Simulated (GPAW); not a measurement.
# SiNi (Pmmn) in GPAW: equation of state

Aim: energy against volume of SiNi in PBEsol, for its equilibrium volume and stiffness.

Everything below comes from runs of GPAW 26.7.0. Logs are shortened: lines on timing, memory, paths and dates and some standing lists are left out, and cuts for length are marked. The log counts tension as positive stress, the text compression.

### 1 The crystal as given

The structure is orthorhombic, space group Pmmn (No. 59). The conventional cell has a = 2.943 Å, b = 3.280 Å, c = 4.677 Å, α = 90.00°, β = 90.00°, γ = 90.00°. Around Ni (site symmetry mm2) lie 6 Si at 2.34 to 2.37 Å and 4 Ni at 2.65 Å. Around Si (site symmetry mm2) lie 6 Ni at 2.34 to 2.37 Å and 4 Si at 2.65 Å.

The cell is a database's computed one.

### 2 Equation of state, PBEsol, collinear spin, ferromagnetic start

Contents of run.py:

```python
from ase import Atoms
from ase.eos import EquationOfState
from ase.io import Trajectory
from ase.units import GPa
from ase.parallel import parprint
from gpaw import GPAW, PW, setup_paths

setup_paths.insert(0, '.')

atoms = Atoms(['Ni', 'Ni', 'Si', 'Si'],
              cell=[[2.94277066, 0.0, 0.0],
                    [0.0, 3.28032554, 0.0],
                    [0.0, 0.0, 4.67744676]],
              scaled_positions=[[0.5, 0.5, 0.34249559],
                                [0.0, 0.0, 0.65750441],
                                [0.5, 0.5, 0.84314316],
                                [0.0, 0.0, 0.15685684]],
              pbc=True)
atoms.set_initial_magnetic_moments([1.0, 1.0, 0.0, 0.0])

traj = Trajectory('eos.traj', 'w')
volumes, energies = [], []
for x in [0.94, 0.96, 0.98, 1.0, 1.02, 1.04, 1.06]:
    a = atoms.copy()
    a.set_cell(atoms.cell * x**(1 / 3), scale_atoms=True)
    calc = GPAW(mode=PW(600),
                xc='PBEsol',
                kpts={'size': (9, 8, 6), 'gamma': True},
                occupations={'name': 'fermi-dirac', 'width': 0.05},
                nbands=36,
                convergence={'density': 1e-05, 'energy': 1e-05},
                maxiter=150,
                txt=f'eos-{x:.2f}.txt')
    a.calc = calc
    energies.append(a.get_potential_energy(force_consistent=True))
    volumes.append(a.get_volume())
    p = -a.get_stress()[:3].mean() / GPa
    calc.write(f'eos-{x:.2f}.gpw')
    traj.write(a)
    parprint(f'{x:.2f} {volumes[-1]:10.4f} A^3 {energies[-1]:14.6f} eV {p:9.3f} GPa', flush=True)

v0, e0, B = EquationOfState(volumes, energies, eos='birchmurnaghan').fit()
parprint(f'V0 = {v0:.4f} A^3, E0 = {e0:.6f} eV, B0 = {B / GPa:.2f} GPa')
```

Potentials or basis: PAW data sets generated in the run's folder for this functional, pw.

On the command line:

```
$ gpaw-setup -f PBEsol Ni Si
$ OMP_NUM_THREADS=1 mpirun -n 4 gpaw python run.py
```

What it wrote:

```text
__  _  _
 | _ |_)|_||  |
 |__||  | ||/\| - 26.7.0

Input parameters:
  mode=PW(ecut=600.0),
  convergence={'density': 1e-05, 'energy': 1e-05},
  kpts=MonkhorstPack(size=(9, 8, 6), gamma=True),
  maxiter=150,
  nbands=36,
  occupations=Occupations(name='fermi-dirac', width=0.05),
  xc=XC(name='PBEsol')

Diagonalizing LCAO Hamiltonian
Converting LCAO to pw mode
   .------.
  /|      |
 * | Si   |
 | |      |
 Ni|      |
 | | Ni   |
 | .------.
 Si      /
 *------*

Atoms  # Å, Bohr magnetons
|   | symbol |        x |        y |        z |    initial magnetic moments |
|---|--------|----------|----------|----------|-----------------------------|
| 0 |     Ni | 1.441349 | 1.606681 | 1.569302 | ( 0.0000,  0.0000,  1.0000) |
| 1 |     Ni | 0.000000 | 0.000000 | 3.012660 | ( 0.0000,  0.0000,  1.0000) |
| 2 |     Si | 1.441349 | 1.606681 | 3.863250 | ( 0.0000,  0.0000,  0.0000) |
| 3 |     Si | 0.000000 | 0.000000 | 0.718712 | ( 0.0000,  0.0000,  0.0000) |

Unit cell  # Å
| periodic |        x |        y |        z |  lengths |    angles |
|----------|----------|----------|----------|----------|-----------|
|      yes | 2.882697 | 0.000000 | 0.000000 | 2.882697 | 90.000000 |
|      yes | 0.000000 | 3.213361 | 0.000000 | 3.213361 | 90.000000 |
|      yes | 0.000000 | 0.000000 | 4.581962 | 4.581962 | 90.000000 |

Number of symmetries: 4
Symmetry operations  # r_c * U_cc + t_c -> r_c
|   | kind |            matrix            |
|---|------|------------------------------|
| 0 |  E   |  1, 0, 0,  0, 1, 0,  0, 0, 1 |
| 1 |  σ   |  1, 0, 0,  0,-1, 0,  0, 0, 1 |
| 2 |  σ   | -1, 0, 0,  0, 1, 0,  0, 0, 1 |
| 3 |  C2  | -1, 0, 0,  0,-1, 0,  0, 0, 1 |

BZ-sampling:
  Number of BZ points: 432
  Number of IBZ points: 100

  Monkhorst-Pack size: [9, 8, 6]
  Monkhorst-Pack shift: [0.0, 0.0625, 0.08333333333333333]

K-points  # in reciprocal-cell coordinates
|     |                                coordinates |     weight |
|-----|--------------------------------------------|------------|
|   0 | (  0.00000000,   0.00000000,   0.00000000) | 0.00231481 |
|   1 | (  0.00000000,   0.00000000,   0.16666667) | 0.00462963 |
|   2 | (  0.00000000,   0.00000000,   0.33333333) | 0.00462963 |
|   3 | (  0.00000000,   0.00000000,   0.50000000) | 0.00231481 |
|   4 | (  0.00000000,   0.12500000,   0.00000000) | 0.00462963 |
|   5 | (  0.00000000,   0.12500000,   0.16666667) | 0.00925926 |
|   6 | (  0.00000000,   0.12500000,   0.33333333) | 0.00925926 |
|   7 | (  0.00000000,   0.12500000,   0.50000000) | 0.00462963 |
|   8 | (  0.00000000,   0.25000000,   0.00000000) | 0.00462963 |
|   9 | (  0.00000000,   0.25000000,   0.16666667) | 0.00925926 |
| ... |                                            |            |
|  99 | (  0.44444444,   0.50000000,   0.50000000) | 0.00462963 |

Plane wave coefficients: 1440
Cutoff: 600.0 eV

Spin-components: 2 (collinear spins)
Bands:           36
Projectors:      22
Spin-degeneracy: 1
Datatype:        complex128

Parallelization:
  kpt:    4
  domain: 1
  band:   1

Density:
  Valence electrons: 40.0
  Components: 2
  Grid points: [18 20 27]
  Charge: 0.0  # |e|

Potential:
  Grid points: [18 20 27]

species:
  Ni:
    name:    Nickel
    Z:       28.0
    valence: 16
    core:    12
    charge:  0.0  # [|e|]
    compensation charges:
      type: gauss
      rc: 0.36  # [Å]
      lmax: 2
    cutoffs:
      filter: 2.14  # [Å]
      core: 1.98  # [Å]
    projectors
    | kind |    occ | energy [eV] | rcut [Å] |
    |------|--------|-------------|----------|
    |   4s |  2.000 |      -5.661 |    1.164 |
    |   3p |  6.000 |     -71.261 |    1.207 |
    |   4p |  0.000 |      -1.193 |    1.207 |
    |   3d |  8.000 |      -8.901 |    1.138 |
    |    s |        |      21.550 |    1.164 |
    |    d |        |      18.310 |    1.138 |

    Using partial waves for Ni as LCAO basis

  Si:
    name:    Silicon
    Z:       14.0
    valence: 4
    core:    10
    charge:  0.0  # [|e|]
    compensation charges:
      type: gauss
      rc: 0.33  # [Å]
      lmax: 2
    cutoffs:
      filter: 1.86  # [Å]
      core: 2.06  # [Å]
    projectors
    | kind |    occ | energy [eV] | rcut [Å] |
    |------|--------|-------------|----------|
    |   3s |  2.000 |     -10.768 |    1.058 |
    |   3p |  2.000 |      -4.057 |    1.058 |
    |    s |        |      16.444 |    1.058 |
    |    p |        |      23.155 |    1.058 |
    |    d |        |       0.000 |    1.058 |

    Using partial waves for Si as LCAO basis

Reference energy: -98408.571081  # eV

eigensolver:
  PPCG
  Converge bands: occupied
  niter=2

density mixing:
  MSR1-Mixer
  Pratt-step length: 0.05
  Maximum mixing coefficient: 0.75
  Old densities: 10
  SVD Regularization: 0.005
  Good broyden scale: 1.0
  Trust region scale: 1.0
  Backstep threshold: 4.0
  History deletion threshold: 6.0
  Fourier metric: weight=20.0, sigma=0.015

occupation numbers:
  Fermi-Dirac:
    width: 0.0500  # eV

poisson solver:
  ecut: 4800.0  # eV

xc functional:
  name: PBEsol with 2 nearest neighbor stencil

convergence criteria:
- Maximum integral of absolute [dens]ity change: 1e-05 electrons / valence electron
- Maximum [total energy] change in last 3 cyles: 1e-05 eV / valence electron
- Maximum integral of absolute [eigenst]ate change: 4e-08 eV^2 / valence electron
maximum number of iterations: 150

SCF iterations
|iter     | |      energy | eigst |  dens |  magmom |
|---------|-|-------------|-------|-------|---------|
|iter:   1| |  -28.888564 | +0.76 |       |  +2.0025|
|iter:   2| |  -28.969083 | -1.09 | -1.03 |  +1.9142|
|iter:   3| |  -29.147667 | -2.60 | -1.10 |  +1.3764|
|iter:   4| |  -29.292374 | -2.32 | -1.25 |  +0.6064|
|iter:   5| |  -29.384747 | -2.84 | -1.69 |  +0.1717|
|iter:   6| |  -29.361358 | -3.20 | -1.82 |  +0.1069|
|iter:   7| |  -29.352844 | -3.70 | -2.01 |  +0.0053|
|iter:   8| |  -29.353202 | -4.73 | -2.44 |  -0.0183|
|iter:   9| |  -29.353356 | -5.47 | -2.79 |  -0.0070|
|iter:  10| |  -29.353384c| -6.21 | -3.29 |  -0.0013|
|iter:  11| |  -29.353385c| -7.63c| -4.03 |  -0.0006|
|iter:  12| |  -29.353385c| -8.39c| -4.39 |  -0.0002|
|iter:  13| |  -29.353385c| -8.13c| -4.94 |  -0.0000|
|iter:  14| |  -29.353385c| -8.81c| -5.45c|  +0.0000|

Converged in 14 steps
Energy contributions relative to reference atoms: (reference = -98408.571081)

Energy contributions:
  Kinetic:          38.146875
  Coulomb:         -25.772157
  Zero:              0.057915
  External:          0.000000
  Xc:              -41.781899
  Entropy:          -0.008237
  Spinorbit:         0.000000
  ----------------------------
  Free energy:     -29.357504
  Extrapolated:    -29.353385

dipole moment: (-12.159521, -13.554297, -0.000004)  # |e|*Ang

Total magnetic moment: (0.000000, 0.000000, 0.000004)

Local magnetic moments
|        x |        y |         z |
|----------|----------|-----------|
| 0.000000 | 0.000000 | -0.000004 |  # Ni   0
| 0.000000 | 0.000000 |  0.000002 |  # Ni   1
| 0.000000 | 0.000000 |  0.000002 |  # Si   2
| 0.000000 | 0.000000 |  0.000003 |  # Si   3

Fermi level: 11.748
Eigenvalues  # (at kpt = [0.000, 0.000, 0.000])
| band index |      eig [eV] | occ [0-1] |      eig [eV] | occ [0-1] |
|------------|---------------|-----------|---------------|-----------|
|          0 |       -52.949 |     1.000 |       -52.949 |     1.000 |
|        ... |               |           |               |           |
|         12 |         8.524 |     1.000 |         8.524 |     1.000 |
|         13 |         8.602 |     1.000 |         8.602 |     1.000 |
|         14 |         8.660 |     1.000 |         8.660 |     1.000 |
|         15 |         8.732 |     1.000 |         8.732 |     1.000 |
|         16 |         9.150 |     1.000 |         9.150 |     1.000 |
|         17 |         9.502 |     1.000 |         9.502 |     1.000 |
[... 8 lines left out ...]
|         26 |        19.855 |     0.000 |        19.855 |     0.000 |
|         27 |        20.985 |     0.000 |        20.985 |     0.000 |
|        ... |               |           |               |           |
|         35 |        30.598 |     0.000 |        30.623 |     0.000 |

No gap
No difference between direct/indirect transitions

Stress tensor  # eV/Ang^3
|         x |         y |         z |
|-----------|-----------|-----------|
| -0.096862 |  0.000000 |  0.000000 |
|  0.000000 | -0.106609 |  0.000000 |
|  0.000000 |  0.000000 | -0.120491 |

# Writing to eos-0.94.gpw (mode='')
```

Run time: 4.3 min. Hardware: 4 MPI ranks of Intel Xeon 6975P-C (Granite Rapids), shared host; peak memory 0.45 GiB.

What came out:

```yaml
Equilibrium_volume: 11.41 Å³/atom
Bulk_modulus_at_fixed_shape_and_positions: 202 GPa
Pressure_derivative_of_the_bulk_modulus: 4.6
```

Energy against volume, from the lowest point:
```
volume (Å³/atom)  energy (meV/atom)
          10.611              39.83
          10.837              19.42
          11.062               6.48
          11.288               0.24
          11.514               0.00
          11.740               5.13
          11.965              15.06
```

Caveat: the stock nickel data set gives pressures a few GPa off other programs; the cell was scaled at fixed shape and fractional positions, which overstates the stiffness of a crystal with free parameters, most of all of layers and chains.
